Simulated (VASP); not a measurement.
# Ti2O3 (R-3c) in VASP: single point with LDA

Aim: the single point of Ti2O3 with LDA.

All numbers are computed with VASP 6.6.1; they aren't measurements. Logs are shortened: lines on timing, memory, paths and dates and some standing lists are left out, and cuts for length are marked.

## (1) The cell of the first run

It takes space group R-3c (No. 167, trigonal). The conventional cell has a = 4.992 Å, b = 4.992 Å, c = 13.762 Å, α = 90.00°, β = 90.00°, γ = 120.00°. Ti (site symmetry 3) is surrounded by 6 O at 1.98 to 2.04 Å. O (site symmetry 2) has 4 Ti at 1.98 to 2.04 Å as nearest neighbours.

## (2) Single point, LDA (relaxed again under DFT LDA, scalar-relativistic, plane waves, PAW)

The input, INCAR:

```
PREC = Accurate
ENCUT = 520
EDIFF = 1E-6
ISMEAR = 0
SIGMA = 0.1
LREAL = False
LASPH = True
NELM = 100
ALGO = Fast
ISIF = 2
LWAVE = False
LCHARG = False
NBANDS = 53
```

The input, KPOINTS:

```
Automatic mesh
0
Gamma
  9 9 9
```

The input, POSCAR:

```
Ti2O3
1.0
    2.4960331945      1.4410854367      4.5872854077
   -2.4960331945      1.4410854367      4.5872854077
    0.0000000000     -2.8821708735      4.5872854077
Ti O
4 6
Direct
    0.3457001348      0.3457001348      0.3457001348
    0.1542998652      0.1542998652      0.1542998652
    0.6542998652      0.6542998652      0.6542998652
    0.8457001348      0.8457001348      0.8457001348
    0.5613906078      0.9386093922      0.2500000000
    0.2500000000      0.5613906078      0.9386093922
    0.9386093922      0.2500000000      0.5613906078
    0.4386093922      0.0613906078      0.7500000000
    0.7500000000      0.4386093922      0.0613906078
    0.0613906078      0.7500000000      0.4386093922
```

Potentials or basis: VASP PAW LDA potentials, release 64 (Ti_sv, O).

Command:

```bash
$ cat potpaw_LDA.64/Ti_sv/POTCAR potpaw_LDA.64/O/POTCAR > POTCAR
$ mpirun -np 1 vasp_std > vasp.out
```

OUTCAR:

```text
PREC = Accurate
   ENCUT = 520
   EDIFF = 1E-6
   ISMEAR = 0
   LREAL = False
   LASPH = True
   NELM = 100
   ISIF = 2

 ion  position               nearest neighbor table
   1  0.346  0.346  0.346-   9 1.98   8 1.98  10 1.98   7 2.04   6 2.04   5 2.04   2 2.63   3 2.90
                             3 2.90   3 2.90
   2  0.154  0.154  0.154-  10 1.98   8 1.98   9 1.98   6 2.04   7 2.04   5 2.04   1 2.63   4 2.90
                             4 2.90   4 2.90
   3  0.654  0.654  0.654-   6 1.98   5 1.98   7 1.98  10 2.04   9 2.04   8 2.04   4 2.63   1 2.90
                             1 2.90   1 2.90
   4  0.846  0.846  0.846-   7 1.98   5 1.98   6 1.98   9 2.04  10 2.04   8 2.04   3 2.63   2 2.90
                             2 2.90   2 2.90
   5  0.561  0.939  0.250-   3 1.98   4 1.98   1 2.04   2 2.04
   6  0.250  0.561  0.939-   3 1.98   4 1.98   2 2.04   1 2.04
   7  0.939  0.250  0.561-   4 1.98   3 1.98   1 2.04   2 2.04
   8  0.439  0.061  0.750-   1 1.98   2 1.98   3 2.04   4 2.04
   9  0.750  0.439  0.061-   1 1.98   2 1.98   4 2.04   3 2.04
  10  0.061  0.750  0.439-   2 1.98   1 1.98   3 2.04   4 2.04

  LATTYP: Found a trigonal (rhomboedric) cell.
 ALAT       =     5.4175729211
 COS(alpha) =     0.5754574954

  Lattice vectors:

 A1 = (   2.4960331945,   1.4410854367,   4.5872854077)
 A2 = (  -2.4960331945,   1.4410854367,   4.5872854077)
 A3 = (   0.0000000000,  -2.8821708735,   4.5872854077)

Analysis of symmetry for initial positions (statically):
=====================================================================
 Subroutine PRICEL returns:
 Original cell was already a primitive cell.

 Routine SETGRP: Setting up the symmetry group for a
 trigonal (rhombohedral) supercell.

 Subroutine GETGRP returns: Found 12 space group operations
 (whereof  6 operations were pure point group operations)
 out of a pool of 12 trial point group operations.

The static configuration has the point symmetry S_6 .
 The point group associated with its full space group is D_3d.

Analysis of symmetry for dynamics (positions and initial velocities):
=====================================================================
 Subroutine PRICEL returns:
 Original cell was already a primitive cell.

 Routine SETGRP: Setting up the symmetry group for a
 trigonal (rhombohedral) supercell.

 Subroutine GETGRP returns: Found 12 space group operations
 (whereof  6 operations were pure point group operations)
 out of a pool of 12 trial point group operations.

The dynamic configuration has the point symmetry S_6 .
 The point group associated with its full space group is D_3d.

 Subroutine INISYM returns: Found 12 space group operations
 (whereof  6 operations are pure point group operations),
 and found     1 'primitive' translations

----------------------------------------------------------------------------------------

                                     Primitive cell

  volume of cell :      99.0027

  direct lattice vectors                    reciprocal lattice vectors
     2.496033194  1.441085437  4.587285408     0.200317849  0.115653564  0.072664616
    -2.496033194  1.441085437  4.587285408    -0.200317849  0.115653564  0.072664616
     0.000000000 -2.882170873  4.587285408     0.000000000 -0.231307128  0.072664616

  length of vectors
     5.417572921  5.417572921  5.417572921     0.242452333  0.242452333  0.242452333

  position of ions in fractional coordinates (direct lattice)
     0.345700135  0.345700135  0.345700135
     0.154299865  0.154299865  0.154299865
     0.654299865  0.654299865  0.654299865
     0.845700135  0.845700135  0.845700135
     0.561390608  0.938609392  0.250000000
     0.250000000  0.561390608  0.938609392
     0.938609392  0.250000000  0.561390608
     0.438609392  0.061390608  0.750000000
     0.750000000  0.438609392  0.061390608
     0.061390608  0.750000000  0.438609392

  ion indices of the primitive-cell ions
   primitive index   ion index
                 1           1
                 2           2
                 3           3
                 4           4
                 5           5
                 6           6
                 7           7
                 8           8
                 9           9
                10          10

----------------------------------------------------------------------------------------

 KPOINTS: Automatic mesh

Automatic generation of k-mesh.
 Grid dimensions read from file:
 generate k-points for:    9    9    9

 Generating k-lattice:

  Cartesian coordinates                     Fractional coordinates (reciprocal lattice)
     0.022257539  0.012850396  0.008073846     0.111111111 -0.000000000  0.000000000
    -0.022257539  0.012850396  0.008073846    -0.000000000  0.111111111  0.000000000
     0.000000000 -0.025700792  0.008073846     0.000000000  0.000000000  0.111111111

  Length of vectors
     0.026939148  0.026939148  0.026939148

  Shift w.r.t. Gamma in fractional coordinates (k-lattice)
     0.000000000  0.000000000  0.000000000

 Subroutine IBZKPT returns following result:
 ===========================================

 Found     85 irreducible k-points:

 Following reciprocal coordinates:
            Coordinates               Weight
  0.000000  0.000000  0.000000      1.000000
  0.111111  0.000000  0.000000      6.000000
  0.222222  0.000000  0.000000      6.000000
  0.333333  0.000000  0.000000      6.000000
  0.444444  0.000000  0.000000      6.000000
  0.111111  0.111111 -0.000000      6.000000
[... 16 lines left out ...]
 -0.333333  0.333333  0.000000      6.000000
  0.444444  0.444444  0.000000      6.000000
 [... further k-points ...]
   k-points           NKPTS =     85   k-points in BZ     NKDIM =     85   number of bands    NBANDS=     53
   number of dos      NEDOS =    301   number of ions     NIONS =     10
   total plane-waves  NPLWV =  64000
   dimension x,y,z NGX =    40 NGY =   40 NGZ =   40
   dimension x,y,z NGXF=    80 NGYF=   80 NGZF=   80
   ions per type =               4   6
   NGX,Y,Z   is equivalent  to a cutoff of  12.27, 12.27, 12.27 a.u.
   NGXF,Y,Z  is equivalent  to a cutoff of  24.55, 24.55, 24.55 a.u.
 SYSTEM =  unknown system
   PREC   = accura    normal or accurate (medium, high low for compatibility)
   ISTART =      0    job   : 0-new  1-cont  2-samecut
   ICHARG =      2    charge: 1-file 2-atom 10-const
   ISPIN  =      1    spin polarized calculation?
   LNONCOLLINEAR =      F non collinear calculations
   LSORBIT =      F    spin-orbit coupling
   LASPH  =      T    aspherical Exc in radial PAW
   ENCUT  =  520.0 eV  38.22 Ry    6.18 a.u.  10.07 10.07 10.07*2*pi/ulx,y,z
   NELM   =    100;   NELMIN=  2; NELMDL= -5     # of ELM steps
   EDIFF  = 0.1E-05   stopping-criterion for ELM
   LREAL  =      F    real-space projection
   EDIFFG = 0.1E-04   stopping-criterion for IOM
   NSW    =      0    number of steps for IOM
   IBRION =     -1    ionic relax: 0-MD 1-quasi-New 2-CG
   NFREE  =      0    steps in history (QN), initial steepest desc. (CG)
   ISIF   =      2    stress and relaxation
   ISYM   =      2    0-nonsym 1-usesym 2-fastsym
   POTIM  = 0.5000    time-step for ionic-motion
   TEBEG  =    0.0;   TEEND  =   0.0 temperature during run
   PSTRESS=    0.0 pullay stress
   NELECT =      84.0000    total number of electrons
   NUPDOWN=      -1.0000    fix difference up-down
   EMIN   =  10.00;   EMAX   =-10.00  energy-range for DOS
   EFERMI =   0.00;   METHOD = LEGACY
   ISMEAR =     0;   SIGMA  =   0.10  broadening in eV -4-tet -1-fermi 0-gaus
   EFERMI_NEDOS =   21; number of points for ismear=-14 and -15
   IALGO  =     68    algorithm
   IMIX   =      4    mixing-type and parameters
     AMIX     =   0.40;   BMIX     =  1.00
     AMIX_MAG =   1.60;   BMIX_MAG =  1.00
  volume/ion in A,a.u.               =       9.90        66.81
  Fermi-wavevector in a.u.,A,eV,Ry     =   1.549835  2.928764 32.681052  2.401990
  Thomas-Fermi vector in A             =   2.654585
   LORBIT       =      0    0 simple, 1 ext, 2 COOP (PROOUT), +10 PAW based schemes
   GGA     = CA    functional components
   LHFCALC =     F    Hartree Fock is set to
   AEXX    =    0.0000 exact exchange contribution
   IVDW    =     0    specifies the selected vdW correction
   LEPSILON=     F    determine dielectric tensor
   LRPA    =     F    only Hartree local field effects (RPA)
 non-spin polarized calculation
 RMM-DIIS sequential band-by-band and
 Gauss-broadening in eV      SIGMA  =   0.10
  energy-cutoff  :      520.00
  volume of cell :       99.00
 maximum number of plane-waves:      2693
   NGX = 21   NGY = 21   NGZ = 21

 number of electron      83.9999993 magnetization

 Free energy of the ion-electron system (eV)
  ---------------------------------------------------
  ext. energy  EPLUGINS =         0.00000000
  ---------------------------------------------------
  free energy    TOTEN  =       -99.21697859 eV

  energy without entropy =      -99.19542948  energy(sigma->0) =      -99.20620403

 E-fermi :   9.1266     XC(G=0): -12.5489

 val. band max:        9.1263499877   @ k =   0.3333   0.3333   0.3333
 cond. band min:       9.1300153621   @ k =  -0.3333  -0.4444   0.2222
 fundamental gap:      0.0036653744
 Fermi energy:         9.1265520671

 k-point     1 :       0.0000    0.0000    0.0000
  band No.  band energies     occupation
      1     -48.4969      2.00000
      2     -48.4064      2.00000
      3     -48.4042      2.00000
      4     -48.3352      2.00000
      5     -25.4711      2.00000
      6     -25.4711      2.00000
[... 45 lines left out ...]
     52      11.4133      0.00000
     53      12.6608      0.00000

 k-point     2 :       0.1111    0.0000    0.0000
  band No.  band energies     occupation
      1     -48.4940      2.00000
      2     -48.4103      2.00000
      3     -48.4010      2.00000
      4     -48.3375      2.00000
      5     -25.4876      2.00000
      6     -25.4693      2.00000
[... 45 lines left out ...]
     52      11.3976      0.00000
     53      12.6353      0.00000
[... 1174 lines left out ...]
     52      11.0082      0.00000
     53      12.0244      0.00000

 k-point    24 :       0.4444    0.4444    0.0000
  band No.  band energies     occupation
      1     -48.4615      2.00000
      2     -48.4296      2.00000
      3     -48.3882      2.00000
      4     -48.3640      2.00000
      5     -25.5684      2.00000
      6     -25.4409      2.00000
[... 45 lines left out ...]
     52      11.1792      0.00000
     53      11.9751      0.00000

 [... further k-points ...]
[... 5 lines left out ...]
  --------------------------------------------------------------------------------------
  -------------------------------------------------------------------------------------
  Total        0.7592139      0.7592139      0.7857429      0.0000000     -0.0000000      0.0000000
  in kB       12.2864847     12.2864847     12.7158080      0.0000000     -0.0000000      0.0000000
  external PRESSURE =      12.4295925 kB  Pullay stress =       0.0000000 kB

 VOLUME and BASIS-vectors are now :
 -----------------------------------------------------------------------------
  energy-cutoff  :      520.00
  volume of cell :       99.00
      direct lattice vectors                 reciprocal lattice vectors
     2.496033194  1.441085437  4.587285408     0.200317849  0.115653564  0.072664616
    -2.496033194  1.441085437  4.587285408    -0.200317849  0.115653564  0.072664616
     0.000000000 -2.882170873  4.587285408     0.000000000 -0.231307128  0.072664616

 POSITION                                       TOTAL-FORCE (eV/Angst)
 -----------------------------------------------------------------------------------
      0.00000     -0.00000      4.75748        -0.000000     -0.000000      0.033225
      0.00000     -0.00000      2.12345        -0.000000      0.000000     -0.033225
      0.00000     -0.00000      9.00438        -0.000000      0.000000     -0.033225
      0.00000     -0.00000     11.63840        -0.000000     -0.000000      0.033225
     -0.94155      1.44109      8.02775         0.014679      0.000000      0.000000
     -0.77724     -1.53595      8.02775        -0.007340      0.012713      0.000000
      1.71879      0.09486      8.02775        -0.007340     -0.012713      0.000000
      0.94155     -1.44109      5.73411        -0.014679      0.000000      0.000000
      0.77724      1.53595      5.73411         0.007340     -0.012713      0.000000
     -1.71879     -0.09486      5.73411         0.007340      0.012713      0.000000
 -----------------------------------------------------------------------------------
    total drift:                               -0.000000      0.000000     -0.000000

  FREE ENERGIE OF THE ION-ELECTRON SYSTEM (eV)
  ---------------------------------------------------
  free  energy   TOTEN  =       -99.2169785895 eV

  energy  without entropy=      -99.1954294756  energy(sigma->0) =      -99.20620403
```

Wall time 12 min (1 thread of Intel Xeon 6975P-C (Granite Rapids), shared host); peak memory 0.43 GiB.

What came out:

```
Free energy            : -99.2170 eV
Pressure               : 1.2 GPa
Largest force          : 0.033 eV/Å
Band gap on the k mesh : none (metal or under the smearing width)
```

Forces in eV/Å, atoms in the order of the input:
```
Ti   0.000  0.000  0.033
Ti   0.000  0.000 -0.033
Ti   0.000  0.000 -0.033
Ti   0.000  0.000  0.033
O    0.015  0.000  0.000
O   -0.007  0.013  0.000
O   -0.007 -0.013  0.000
O   -0.015  0.000  0.000
O    0.007 -0.013  0.000
O    0.007  0.013  0.000
```

Levels at points of the mesh, in eV from the Fermi level:
```tsv
k point	band 38	band 39	band 40	band 41	band 42	band 43	band 44	band 45	band 46	band 47
(0.00, 0.00, 0.00)	-4.17	-4.17	-4.16	-0.86	-0.09	-0.09	0.49	0.49	0.50	0.50
```

Caveat: semilocal functionals often make such compounds metallic where correlation or magnetic order opens a gap, which also shifts bond lengths.
